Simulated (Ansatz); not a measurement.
# SnO: the cost of one run

Program: Ansatz 0.2.0. Level of theory: DFT PBE+D3(BJ), scalar-relativistic, plane waves, PAW. These are calculated values, not measurements.

2 further runs of the same task are left out: 1 that didn't finish, 1 set aside as unsound or not needed.

## (1) The system as given

The cell holds 18 atoms (O9Sn9): a = 7.073 Å, b = 7.231 Å, c = 7.179 Å, α = 88.46°, β = 91.36°, γ = 86.08°.

It is the last frame of an earlier stage of the same melt, run at 3600 K.

The coordinates stand in the first input below.

## (2) Dynamics at 3600 K

One k point, a Fermi-Dirac width of 0.310 eV and a fixed cell.

The input, input.yaml:

```yaml
crystal:
  lattice:
    - [7.068323, 0.244929, -0.08656]
    - [0.244929, 7.226276, 0.098557]
    - [-0.08656, 0.098557, 7.177885]
  atoms:
    - { symbol: Sn, position: [0.3360870388, 0.6292424302, 0.9977269545] }
    - { symbol: Sn, position: [0.9682093617, 0.9913231069, 0.7197111385] }
    - { symbol: Sn, position: [0.2882515094, 0.3822586763, 0.4527766369] }
    - { symbol: Sn, position: [0.1794523263, 0.9807283079, 0.3317694349] }
    - { symbol: Sn, position: [0.0122180854, 0.2355138486, 0.1158720527] }
    - { symbol: Sn, position: [0.3874318982, 0.1068358277, 0.0133660151] }
    - { symbol: Sn, position: [0.8636543066, 0.6021168842, 0.2367126659] }
    - { symbol: Sn, position: [0.5108627756, 0.0215879495, 0.5714629163] }
    - { symbol: Sn, position: [0.7127292611, 0.4325792933, 0.7676283723] }
    - { symbol: O, position: [0.9631617319, 0.9445959986, 0.0412001401] }
    - { symbol: O, position: [0.2873908718, 0.0952177506, 0.7231669855] }
    - { symbol: O, position: [0.3483220018, 0.5160872783, 0.7565656772] }
    - { symbol: O, position: [0.6447059623, 0.4826908068, 0.0739953076] }
    - { symbol: O, position: [0.0382289974, 0.1762102709, 0.4816396465] }
    - { symbol: O, position: [0.5557286033, 0.460889658, 0.4259779689] }
    - { symbol: O, position: [0.9579774871, 0.7627977313, 0.5472351082] }
    - { symbol: O, position: [0.9307481302, 0.4970431179, 0.9498034457] }
    - { symbol: O, position: [0.2994850735, 0.343854458, 0.0247147642] }
  symmetry: { detect: false }
basis:
  ecutwfc: 420
  xc_grid: 1
kpoints:
  mp_grid: { grid: [1, 1, 1], shift: [0.25, 0.25, 0.25] }
hamiltonian:
  xc: pbe
  dispersion: d3bj
scf:
  occupations: { method: fermi_dirac, width: 0.3102 }
  lower_state_search: "off"
  convergence: { dr2_threshold: 1.0e-05 }
output:
  forces: true
  stress: true
md:
  timestep: 2.0
  n_steps: 128
  ensemble: nvt_langevin
  friction: 0.005
  temperature: 3600.0
  initial_velocities: maxwell_boltzmann
  seed: 76999
```

On the command line:

```bash
ansatz run input.yaml --threads 2 --pin off --max-ram 5120MiB --backend cpu --events-out ev --progress --plain --runs-dir out
```

**Question.** How long does this run take on 2 threads of Intel Xeon at 2.70GHz, shared host, and how much memory does it need?

About 7.2 min, with a peak of 0.59 GiB.
